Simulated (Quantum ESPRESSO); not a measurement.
Runs of Quantum ESPRESSO 7.5 on Te. The structure is trigonal, space group P3_121 (No. 152). The conventional cell has a = 4.454 Å, b = 4.454 Å, c = 5.924 Å, α = 90.00°, β = 90.00°, γ = 120.00°. Te (site symmetry 2) has 2 Te at 2.86 Å as nearest neighbours. 

```csv
level,potentials or basis,k mesh,form of the LDA correlation,mesh quality,pressure (GPa),largest force (eV/Å)
AM05,GBRV 1.5 PBE,"6 × 6 × 4, shifted",-,not flagged,-0.5,0.18
PBEsol,GBRV 1.5 PBEsol,"4 × 4 × 2, shifted",-,coarse,(b),0.31
PBEsol,GBRV 1.5 PBEsol,"6 × 6 × 4, shifted",-,not flagged,-1.0,0.22
WC,GBRV 1.5 PBE,"6 × 6 × 4, shifted",-,not flagged,-0.7,0.27
LDA,GBRV 1.5 LDA,"6 × 6 × 4, shifted",PZ81,not flagged,(a),0.19
BLYP,GBRV 1.5 PBE,"6 × 6 × 4, shifted",-,not flagged,5.3,0.35
PBEsol,GBRV 1.5 PBEsol,"2 × 2 × 2, shifted",-,coarse,-1.3,0.66
```

Alike in all rows: task dielectric tensor; no spin polarisation; cell as given; cutoff (eV) 612; smearing fermi-dirac 0.05 eV.

**Question.** Estimate the missing entries.

**Answer.** (a) -1.9; (b) -1.1.

Caveats: some runs use coarse meshes; the potentials were made for another functional, which shifts forces and pressure (some runs); the cell is more than 3 GPa from zero pressure, which shifts response properties (some runs).

Runs at the PBE level aren't shown here.
